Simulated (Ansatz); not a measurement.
# C: the cost of one run

Computed with Ansatz 0.2.0 (DFT PBE, scalar-relativistic, plane waves, PAW, unless a step's input says otherwise).

3 further runs of the same task are left out: 1 that didn't finish, 2 set aside as unsound or not needed.

### Step 1. The system as given

The structure is trigonal, space group R-3m (No. 166). The conventional cell has a = 2.467 Å, b = 2.467 Å, c = 25.727 Å, α = 90.00°, β = 90.00°, γ = 120.00°. C (site symmetry 3m) has 3 C at 1.42 Å as nearest neighbours.

As a file:

```
C
1.0
     1.23326    0.71202    8.57567
    -1.23326    0.71202    8.57567
     0.00000   -1.42404    8.57567
C
4
Direct
  0.91756 0.91756 0.91756
  0.25089 0.25089 0.25089
  0.74911 0.74911 0.74911
  0.08244 0.08244 0.08244
```

It goes back to an entry of the Materials Project, which need not be the stable form.

It is the result of an earlier relaxation at this level (volume 11.30 Å³/atom; gap on the mesh: 0.07 eV).

### Step 2. Reference: the perfect crystal in the supercell

Contents of input.yaml:

```yaml
crystal:
  lattice:
    - [-4.9330325265, 0.0, 0.0]
    - [-2.4665162632, -4.2721314856, 0.0]
    - [-2.4665162632, -1.4240438285, 8.5756686354]
  atoms:
    - { symbol: C, position: [0.5824380089, 0.5824380089, 0.7526859734] }
    - { symbol: C, position: [0.0824380089, 0.5824380089, 0.7526859734] }
    - { symbol: C, position: [0.5824380089, 0.0824380089, 0.7526859734] }
    - { symbol: C, position: [0.0824380089, 0.0824380089, 0.7526859734] }
    - { symbol: C, position: [0.2491080824, 0.2491080824, 0.7526757528] }
    - { symbol: C, position: [0.7491080824, 0.2491080824, 0.7526757528] }
    - { symbol: C, position: [0.2491080824, 0.7491080824, 0.7526757528] }
    - { symbol: C, position: [0.7491080824, 0.7491080824, 0.7526757528] }
    - { symbol: C, position: [0.7508919176, 0.7508919176, 0.2473242472] }
    - { symbol: C, position: [0.2508919176, 0.7508919176, 0.2473242472] }
    - { symbol: C, position: [0.7508919176, 0.2508919176, 0.2473242472] }
    - { symbol: C, position: [0.2508919176, 0.2508919176, 0.2473242472] }
    - { symbol: C, position: [0.4175619911, 0.4175619911, 0.2473140266] }
    - { symbol: C, position: [0.9175619911, 0.4175619911, 0.2473140266] }
    - { symbol: C, position: [0.4175619911, 0.9175619911, 0.2473140266] }
    - { symbol: C, position: [0.9175619911, 0.9175619911, 0.2473140266] }
basis:
  ecutwfc: 420
  xc_grid: 2
kpoints:
  mp_grid: { grid: [6, 6, 6], shift: [0.0, 0.0, 0.0] }
hamiltonian:
  xc: pbe
scf:
  occupations: { method: gaussian, width: 0.1 }
output:
  forces: true
  stress: true
  eigenvalues: true
  write_density: true
  write_potential: true
  elf: true
  volumetric_format: npy
```

The run is started by

```bash
$ ansatz run input.yaml --threads 4 --pin off --max-ram 8192MiB --backend cpu --events-out ev --progress --plain --runs-dir out
```

**Question.** How long does this run take on 4 threads of INTEL XEON PLATINUM 8581C at 2.10GHz (Emerald Rapids), shared host, and how much memory does it need?

About 3.3 s, with a peak of 0.71 GiB.
